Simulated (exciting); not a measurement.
# Lu (Im-3m) in exciting: reference runs

Reference runs on Lu: the cell as given and a disturbed copy.

All numbers are computed with exciting (release sodium); they aren't measurements. Logs are shortened: lines on timing, memory, paths and dates and some standing lists are left out, and cuts for length are marked.

### Step 1. The crystal as given

It takes space group Im-3m (No. 229, cubic). Conventional cell: a = 3.908 Å, b = 3.908 Å, c = 3.908 Å, α = 90.00°, β = 90.00°, γ = 90.00°. Lu (site symmetry m-3m) has 8 Lu at 3.38 Å as nearest neighbours.

This isn't the form of Lu at room conditions, which is hcp.

### Step 2. Single point, PBE

input.xml reads:

```xml
<input>
  <title>Lu</title>
  <structure speciespath="./" tshift="false">
    <crystal scale="1">
      <basevect>-3.692727253816 3.692727253816 3.692727253816</basevect>
      <basevect>3.692727253816 -3.692727253816 3.692727253816</basevect>
      <basevect>3.692727253816 3.692727253816 -3.692727253816</basevect>
    </crystal>
    <species speciesfile="Lu.xml" rmt="2.3">
      <atom coord="0.000000000000 0.000000000000 0.000000000000"/>
    </species>
  </structure>
  <groundstate do="fromscratch" ngridk="10 10 10" rgkmax="9" gmaxvr="14" lmaxapw="10" lmaxmat="10" lmaxvr="8" xctype="GGA_PBE" stype="Fermi Dirac" swidth="0.00183747" nempty="8" ValenceRelativity="iora*" epsengy="1e-05" epspot="1e-05" maxscl="60" tforce="true" outputlevel="normal"/>
</input>
```

Potentials or basis: all-electron LAPW+lo, shipped species files, valence relativity iora*.

Command:

```
$ OMP_NUM_THREADS=1 exciting_smp
```

INFO.OUT:

```text
================================================================================
EXCITING SODIUM started
[... 10 lines left out ...]

 Lattice vectors (cartesian) :
     -3.6927272538      3.6927272538      3.6927272538
      3.6927272538     -3.6927272538      3.6927272538
      3.6927272538      3.6927272538     -3.6927272538

 Reciprocal lattice vectors (cartesian) :
      0.0000000000      0.8507513384      0.8507513384
      0.8507513384      0.0000000000      0.8507513384
      0.8507513384      0.8507513384      0.0000000000

 Unit cell volume                           :     201.4195801602
 Brillouin zone volume                      :       1.2315099319

 Species :    1 (Lu)
     parameters loaded from                 :    Lu.xml
     name                                   :    lutetium
     nuclear charge                         :     -71.00000000
     electronic charge                      :      71.00000000
     atomic mass                            :  318945.32950000
     muffin-tin radius                      :       2.30000000
     # of radial points in muffin-tin       :     450

     atomic positions (lattice) :
       1 :   0.00000000  0.00000000  0.00000000

 Total number of atoms per unit cell        :       1

 Spin treatment                             :    spin-unpolarised

 Number of Bravais lattice symmetries       :      48
 Number of crystal symmetries               :      48

 k-point grid                               :      10   10   10
 Total number of k-points                   :      47
 k-point set is reduced with crystal symmetries

 R^MT_min * |G+k|_max (rgkmax)              :       9.00000000
 Species with R^MT_min                      :       1 (Lu)
 Maximum |G+k| for APW functions            :       3.91304348
 Maximum |G| for potential and density      :      14.00000000

 G-vector grid sizes                        :      30    30    30
 Total number of G-vectors                  :    9405

 Maximum angular momentum used for
     APW functions                          :      10
     computing H and O matrix elements      :      10
     potential and density                  :       8
     inner part of muffin-tin               :       2

 Total nuclear charge                       :     -71.00000000
 Total electronic charge                    :      71.00000000
 Total core charge                          :      46.00000000
 Total valence charge                       :      25.00000000

 Number of empty states                     :       8
 Total number of valence states             :      21

 Maximum Hamiltonian size                   :     256
 Maximum number of plane-waves              :     236
 Total number of local-orbitals             :      20

 Exchange-correlation type                  :      20
     Perdew-Burke-Ernzerhof, Phys. Rev. Lett. 77, 3865 (1996)
     Generalised gradient approximation (GGA)

 Smearing scheme                            :    Fermi-Dirac
 Smearing width                             :       0.00183747

 Using multisecant Broyden potential mixing
[... 16 lines left out ...]
+ SCF iteration number :    1                                                  +
++++++++++++++++++++++++++++++++++++++++++++++++++++++++++++++++++++++++++++++++
 Total energy                               :    -14571.97005619
 _______________________________________________________________
 Fermi energy                               :         0.28334836
 Kinetic energy                             :     16260.80512905
 Coulomb energy                             :    -30530.68868508
 Exchange energy                            :      -297.84699571
 Correlation energy                         :        -4.23950445

 DOS at Fermi energy (states/Ha/cell)       :        60.22995493

 Electron charges :
     core                                   :        46.00000000
     core leakage                           :         0.00002663
     valence                                :        25.00000000
     interstitial                           :         2.83090637
     charge in muffin-tin spheres :
                  atom     1    Lu          :        68.16909363
     total charge in muffin-tins            :        68.16909363
     total charge                           :        71.00000000

++++++++++++++++++++++++++++++++++++++++++++++++++++++++++++++++++++++++++++++++
+ SCF iteration number :    2                                                  +
++++++++++++++++++++++++++++++++++++++++++++++++++++++++++++++++++++++++++++++++
 Total energy                               :    -14580.37175584
 _______________________________________________________________
 Fermi energy                               :         0.28202824
 Kinetic energy                             :     16255.96270863
 Coulomb energy                             :    -30534.06807583
 Exchange energy                            :      -298.02487669
 Correlation energy                         :        -4.24151196

 DOS at Fermi energy (states/Ha/cell)       :        61.94245662

 Electron charges :
     core                                   :        46.00000000
     core leakage                           :         0.00002601
     valence                                :        25.00000000
     interstitial                           :         2.79256611
     charge in muffin-tin spheres :
                  atom     1    Lu          :        68.20743389
     total charge in muffin-tins            :        68.20743389
     total charge                           :        71.00000000

 RMS change in effective potential (target) :  0.320005E-01  ( 0.100000E-04)
 Absolute change in total energy   (target) :   8.40170      ( 0.100000E-04)
 Charge distance                   (target) :  0.187677E-02  ( 0.100000E-04)
 Abs. change in max-nonIBS-force   (target) :   0.00000      ( 0.500000E-04)

++++++++++++++++++++++++++++++++++++++++++++++++++++++++++++++++++++++++++++++++
+ SCF iteration number :    3                                                  +
++++++++++++++++++++++++++++++++++++++++++++++++++++++++++++++++++++++++++++++++
 Total energy                               :    -14580.97068688
 _______________________________________________________________
 Fermi energy                               :         0.28181425
 Kinetic energy                             :     16255.25791667
 Coulomb energy                             :    -30533.95411544
 Exchange energy                            :      -298.03279629
 Correlation energy                         :        -4.24169183

 DOS at Fermi energy (states/Ha/cell)       :        62.75210658

 Electron charges :
     core                                   :        46.00000000
     core leakage                           :         0.00002597
     valence                                :        25.00000000
     interstitial                           :         2.78037728
     charge in muffin-tin spheres :
                  atom     1    Lu          :        68.21962272
     total charge in muffin-tins            :        68.21962272
     total charge                           :        71.00000000
[... 213 lines left out ...]
 DOS at Fermi energy (states/Ha/cell)       :        63.80211701

 Electron charges :
     core                                   :        46.00000000
     core leakage                           :         0.00002594
     valence                                :        25.00000000
     interstitial                           :         2.76357355
     charge in muffin-tin spheres :
                  atom     1    Lu          :        68.23642645
     total charge in muffin-tins            :        68.23642645
     total charge                           :        71.00000000

 RMS change in effective potential (target) :  0.405621E-08  ( 0.100000E-04)
 Absolute change in total energy   (target) :  0.746274E-05  ( 0.100000E-04)
 Charge distance                   (target) :  0.289219E-08  ( 0.100000E-04)
 Abs. change in max-nonIBS-force   (target) :   0.00000      ( 0.500000E-04)

++++++++++++++++++++++++++++++++++++++++++++++++++++++++++++++++++++++++++++++++
+ SCF iteration number :   12                                                  +
++++++++++++++++++++++++++++++++++++++++++++++++++++++++++++++++++++++++++++++++
 Total energy                               :    -14581.14290975
 _______________________________________________________________
 Fermi energy                               :         0.28212347
 Kinetic energy                             :     16254.55827164
 Coulomb energy                             :    -30533.42933771
 Exchange energy                            :      -298.03004438
 Correlation energy                         :        -4.24179929

 DOS at Fermi energy (states/Ha/cell)       :        63.80211748

 Electron charges :
     core                                   :        46.00000000
     core leakage                           :         0.00002594
     valence                                :        25.00000000
     interstitial                           :         2.76357355
     charge in muffin-tin spheres :
                  atom     1    Lu          :        68.23642645
     total charge in muffin-tins            :        68.23642645
     total charge                           :        71.00000000

 RMS change in effective potential (target) :  0.863054E-09  ( 0.100000E-04)
 Absolute change in total energy   (target) :  0.110749E-05  ( 0.100000E-04)
 Charge distance                   (target) :  0.357228E-09  ( 0.100000E-04)
 Abs. change in max-nonIBS-force   (target) :   0.00000      ( 0.500000E-04)

++++++++++++++++++++++++++++++++++++++++++++++++++++++++++++++++++++++++++++++++
| Convergency criteria checked for the last 2 iterations                       +
| Convergence targets achieved. Performing final SCF iteration                 +
++++++++++++++++++++++++++++++++++++++++++++++++++++++++++++++++++++++++++++++++
 Total energy                               :    -14581.14291001
 _______________________________________________________________
 Fermi energy                               :         0.28212347
 Kinetic energy                             :     16254.55827161
 Coulomb energy                             :    -30533.42933793
 Exchange energy                            :      -298.03004439
 Correlation energy                         :        -4.24179930

 DOS at Fermi energy (states/Ha/cell)       :        63.80211688

 Electron charges :
     core                                   :        46.00000000
     core leakage                           :         0.00002594
     valence                                :        25.00000000
     interstitial                           :         2.76357355
     charge in muffin-tin spheres :
                  atom     1    Lu          :        68.23642645
     total charge in muffin-tins            :        68.23642645
     total charge                           :        71.00000000

++++++++++++++++++++++++++++++++++++++++++++++++++++++++++++++++++++++++++++++++
+ Self-consistent loop stopped                                                 +
++++++++++++++++++++++++++++++++++++++++++++++++++++++++++++++++++++++++++++++++
 STATE.OUT is written

--------------------------------------------------------------------------------
- Writing atomic positions and forces                                          -
--------------------------------------------------------------------------------

 Atomic positions (lattice) :
 atom     1  Lu  :     0.00000000    0.00000000    0.00000000

 Total atomic forces including IBS (cartesian) :
 atom     1  Lu  :     0.00000000    0.00000000    0.00000000

 Atomic force components including IBS (cartesian) :
 atom     1  Lu  :     0.00000000    0.00000000    0.00000000   HF force
                 :     0.00000000    0.00000000    0.00000000   core correction
                 :     0.00000000    0.00000000    0.00000000   IBS correction

********************************************************************************
* Groundstate module stopped                                                   *
********************************************************************************

--------------------------------------------------------------------------------
- CAUTION! Warnings have been written in file WARNING.OUT !                    -
--------------------------------------------------------------------------------
================================================================================
| EXCITING SODIUM stopped                                                      =
================================================================================
```

Run time: 32 s. Hardware: 1 thread of Arm Neoverse V2, shared host; peak memory 0.1 GiB.

What came out:

```
Free energy                                       : -396773.1308 eV
Band gap on the k mesh                            : none (metal or under the smearing width)
All electrons inside the program's atomic spheres : Lu 68.24 (radii Lu 2.3 bohr)
```

Caveat: the log's total energy holds no entropy term; the free energy is that total less TS from the occupations.

### Step 3. Single point, PBE (cell strained at random at fixed volume)

input.xml reads:

```xml
<input>
  <title>Lu</title>
  <structure speciespath="./" tshift="false">
    <crystal scale="1">
      <basevect>-3.706709131810 3.752975296519 3.694522288032</basevect>
      <basevect>3.727258013689 -3.742740539828 3.704834523495</basevect>
      <basevect>3.620979816440 3.657011224459 -3.684287531342</basevect>
    </crystal>
    <species speciesfile="Lu.xml" rmt="2.3">
      <atom coord="0.002874000000 0.010557000000 0.002955000000"/>
    </species>
  </structure>
  <groundstate do="fromscratch" ngridk="10 10 10" rgkmax="9" gmaxvr="14" lmaxapw="10" lmaxmat="10" lmaxvr="8" xctype="GGA_PBE" stype="Fermi Dirac" swidth="0.00183747" nempty="8" ValenceRelativity="iora*" epsengy="1e-05" epspot="1e-05" maxscl="60" tforce="true" outputlevel="normal"/>
</input>
```

Potentials or basis: all-electron LAPW+lo, shipped species files, valence relativity iora*.

Command:

```
$ OMP_NUM_THREADS=1 exciting_smp
```

INFO.OUT:

```text
================================================================================
EXCITING SODIUM started
[... 10 lines left out ...]

 Lattice vectors (cartesian) :
     -3.7067091318      3.7529752965      3.6945222880
      3.7272580137     -3.7427405398      3.7048345235
      3.6209798164      3.6570112245     -3.6842875313

 Reciprocal lattice vectors (cartesian) :
      0.0075088570      0.8468504426      0.8479606890
      0.8527938794      0.0086967667      0.8467725637
      0.8650795624      0.8579482165     -0.0035891375

 Unit cell volume                           :     201.4196011463
 Brillouin zone volume                      :       1.2315098036

 Species :    1 (Lu)
     parameters loaded from                 :    Lu.xml
     name                                   :    lutetium
     nuclear charge                         :     -71.00000000
     electronic charge                      :      71.00000000
     atomic mass                            :  318945.32950000
[... 429 lines left out ...]
 Total energy                               :    -14581.14286947
 _______________________________________________________________
 Fermi energy                               :         0.28216233
 Kinetic energy                             :     16254.55820902
 Coulomb energy                             :    -30533.42921133
 Exchange energy                            :      -298.03006886
 Correlation energy                         :        -4.24179830

 DOS at Fermi energy (states/Ha/cell)       :        62.72820683

 Electron charges :
     core                                   :        46.00000000
     core leakage                           :         0.00002594
     valence                                :        25.00000000
     interstitial                           :         2.76331588
     charge in muffin-tin spheres :
                  atom     1    Lu          :        68.23668412
     total charge in muffin-tins            :        68.23668412
     total charge                           :        71.00000000

++++++++++++++++++++++++++++++++++++++++++++++++++++++++++++++++++++++++++++++++
+ Self-consistent loop stopped                                                 +
++++++++++++++++++++++++++++++++++++++++++++++++++++++++++++++++++++++++++++++++
 STATE.OUT is written

--------------------------------------------------------------------------------
- Writing atomic positions and forces                                          -
--------------------------------------------------------------------------------

 Atomic positions (lattice) :
 atom     1  Lu  :     0.00287400    0.01055700    0.00295500

 Total atomic forces including IBS (cartesian) :
 atom     1  Lu  :     0.00000000    0.00000000    0.00000000

 Atomic force components including IBS (cartesian) :
 atom     1  Lu  :     0.00000000    0.00000000    0.00000000   HF force
                 :     0.00000000    0.00000000    0.00000000   core correction
                 :     0.00000000    0.00000000    0.00000000   IBS correction

********************************************************************************
* Groundstate module stopped                                                   *
********************************************************************************

================================================================================
| EXCITING SODIUM stopped                                                      =
================================================================================
```

Wall time 8.4 min (1 thread of Arm Neoverse V2, shared host); peak memory 0.12 GiB.

Results:

```yaml
Free_energy: -396773.1295 eV
Band_gap_on_the_k_mesh: none (metal or under the smearing width)
All_electrons_inside_the_program's_atomic_spheres: Lu 68.24 (radii Lu 2.3 bohr)
```

Levels at points of the mesh, in eV from the Fermi level:
```csv
k point,band 9,band 10,band 11,band 12,band 13,band 14,band 15,band 16
"(0.00, 0.00, 0.00)",-5.14,-5.14,-5.14,-5.12,1.93,2.10,2.22,4.23
"(0.50, 0.00, 0.00)",-5.15,-5.14,-5.13,-2.53,0.38,0.43,3.99,4.98
"(0.00, 0.50, 0.00)",-5.15,-5.14,-5.13,-2.51,0.34,0.41,4.10,5.05
"(0.50, 0.50, 0.00)",-5.14,-5.14,-5.13,-2.56,0.32,0.33,4.16,5.14
"(0.00, 0.00, 0.50)",-5.15,-5.14,-5.13,-2.45,0.40,0.55,3.94,4.87
"(0.50, 0.00, 0.50)",-5.15,-5.14,-5.13,-2.48,0.36,0.47,4.04,4.98
"(0.00, 0.50, 0.50)",-5.15,-5.14,-5.13,-2.51,0.41,0.44,3.96,4.94
"(0.50, 0.50, 0.50)",-5.14,-5.14,-5.13,-1.47,-1.45,5.52,5.55,5.70
```

Caveat: the log's total energy holds no entropy term; the free energy is that total less TS from the occupations. Spin-orbit coupling is left out, which matters for the levels of Lu.
